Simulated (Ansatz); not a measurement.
**CuAu under changes of volume**

One of the cells (14.556 Å³/atom); the others are scaled copies at fixed shape and fractional positions:

```
Au Cu
1.0
     2.81075    0.00000    0.00000
     0.00000    2.81075    0.00000
     0.00000    0.00000    3.68500
Au Cu
1 1
Direct
  0.00000 0.00000 0.00000
  0.50000 0.50000 0.50000
```

| Quantity | Value |
| --- | --- |
| Program | Ansatz 0.2.0 |
| Functional | LDA |
| Potentials or basis | Ansatz PAW |
| Cutoff | 420 eV (not typed: the program's choice for these potentials) |
| k mesh | 9 × 9 × 7 |
| Occupations | fermi-dirac, width 0.05 eV |
| Spin | no spin polarisation |

```tsv
volume (Å³/atom)	energy over the lowest point (meV/atom)	pressure (GPa)
13.683	0.00	1.4
13.974	1.22	-2.6
14.265	9.25	-6.1
14.556	23.22	-9.2
14.847	42.37	-11.8
15.139	66.00	-14.1
15.430	?	?
```

What does the run at 15.430 Å³/atom give?

Energy over the lowest point 93.51 meV/atom; pressure -16.1 GPa.

Worked out: A Birch-Murnaghan fit of order 3 (a polynomial in V^(-2/3)) to the other rows has its minimum at 13.78 Å³/atom with B0 = V·E''(V) = 196 GPa and B' = 5.7 at fixed shape and positions, which overstates the stiffness. It gives 93.42 meV/atom at 15.430 Å³/atom, against the run's 93.51, and -dE/dV = -16.0 GPa, against -16.1.

Energies are extrapolated to zero smearing.

Caveats: the PAW data sets come from PBE, with cores solved anew for the run's functional, which leaves a small shift of forces and pressure.
